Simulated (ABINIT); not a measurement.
Planning a run of ABINIT 10.8.3 on InP (F-43m). The input:

```
acell 3*1.0 Angstrom
rprim 
  -0.000000000000 2.934350000000 2.934350000000
  2.934350000000 -0.000000000000 2.934350000000
  2.934350000000 2.934350000000 -0.000000000000
ntypat 2
znucl 49 15
natom 2
typat 1 2
xred 
  0.000000000000 0.000000000000 0.000000000000
  0.250000000000 0.250000000000 0.250000000000
pp_dirpath "pseudos"
pseudos "In.upf, P.upf"
ecut 33
ngkpt 4 4 4
nshiftk 1
shiftk 0 0 0
kptopt 1
chksymbreak 0
istwfk *1
occopt 1
irdwfk 1
optdriver 3
nband 387
ecuteps 13.2
inclvkb 2
awtr 1
symchi 1
indata_prefix "in"
outdata_prefix "out"
tmpdata_prefix "tmp"
```

```sh
OMP_NUM_THREADS=1 mpirun -n 8 abinit run.abi > log
```

Q: How long will it take on 8 MPI ranks of AMD EPYC 7B13 (Zen 3), shared host, and how much memory?

It took 3 min; on shared hardware allow 89 s to 6 min. Peak host memory was 3.9 GiB.

[Paths, hosts, dates, memory and timing lines, banners, echoed tables and standing remarks are left out of the program output.]

[Logs are printed without paths, hosts, clocks, repeated set-up lines and the standing remarks that a program may print on its own settings, such as how far it seeks lower states.]

[Runs of the session that timed out or met a known fault of the program may be left out.]

[Hosts, paths, dates, database ids (printed as entryN), source tags and the programs' standing remarks are cut or masked in the printed files.]

[G0W0 gaps are taken among the corrected bands and points alone; a level outside them can change the order at an edge.]

[Where Ansatz stands beside ABINIT at settings called matched, ABINIT's density can come from a denser mesh and the files from another edition; pairs whose starting gaps differed by over 0.03 eV were left out, so agreement reads better than it is.]
